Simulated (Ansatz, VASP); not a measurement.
## TaSi2 in VASP and in Ansatz

The input INCAR:

```
ALGO = Normal
EDIFF = 1E-6
EDIFFG = -0.04
ENCUT = 600
GGA = PE
IBRION = 2
ISIF = 3
ISMEAR = 0
LASPH = True
LCHARG = False
LREAL = False
LWAVE = False
NELM = 80
NSW = 90
PREC = Accurate
SIGMA = 0.1
```

Contents of KPOINTS:

```
k-points
0
Gamma
  6 6 4
```

Contents of POSCAR:

```
TaSi2
1.0
    3.1970725000      0.0000000000      0.0000000000
   -1.5985362500      2.7687460000      0.0000000000
    0.0000000000      0.0000000000      5.2413522900
Ta Si
1 2
Direct
    0.0000000000      0.0000000000      0.0000000000
    0.3333333300      0.6666666700      0.2500000000
    0.6666666700      0.3333333300      0.7500000000
```

Input for Ansatz:

```yaml
crystal:
  lattice:
    - [3.1970725, 0.0, 0.0]
    - [-1.59853625, 2.768746, 0.0]
    - [0.0, 0.0, 5.24135229]
  atoms:
    - { symbol: Ta, position: [0.0, 0.0, 0.0] }
    - { symbol: Si, position: [0.33333333, 0.66666667, 0.25] }
    - { symbol: Si, position: [0.66666667, 0.33333333, 0.75] }
basis:
  ecutwfc: 420
kpoints:
  mp_grid: { grid: [6, 6, 4] }
hamiltonian:
  xc: pbe
scf:
  occupations: { method: gaussian, width: 0.1 }
  lower_state_search: "off"
output:
  forces: true
  stress: true
  eigenvalues: true
relax:
  adjacent_minimum: "off"
  f_tol: 0.04
  max_steps: 70
  cell: { stress_tol: 0.4 }
```

Change from the starting cell: species swapped into the MnI2 type (P-3m1, No. 164).

Alike in both runs: task relaxation of cell and atoms; functional PBE; k mesh 6 × 6 × 4; occupations gaussian, width 0.1 eV; no spin polarisation.

|  | VASP | Ansatz |
| --- | --- | --- |
| version | VASP 6.6.1 | Ansatz 0.2.0 |
| potentials or method | VASP PAW PBE potentials, release 64 (Ta_pv, Si) | scalar-relativistic, plane waves, PAW |
| plane-wave cutoff (eV) | 600 | 420 |
| valence electrons in the cell | 19 | 21 |

VASP gave:

```
gap on the k mesh at the Fermi level, each at its own relaxed structure (eV) : none
relaxed volume (Å³/atom)                                                     : 15.46
relaxed cell length with the largest relative difference (Å)                 : 2.950
energy change over the relaxation (meV/atom)                                 : -1635
```

Question: Which values does Ansatz return?

Answer: gap on the k mesh at the Fermi level, each at its own relaxed structure (eV): none; relaxed volume (Å³/atom): 15.47; relaxed cell length with the largest relative difference (Å): 2.952; energy change over the relaxation (meV/atom): -1627.

A gap of «none» marks a metal or a gap that the smearing closes. The two sets of potentials don't hold the same shells in valence.

Caveats: the k mesh is coarse (spacing up to 0.38 Å⁻¹), so the values aren't converged. Spin-orbit coupling is left out, which matters for the levels of Ta.
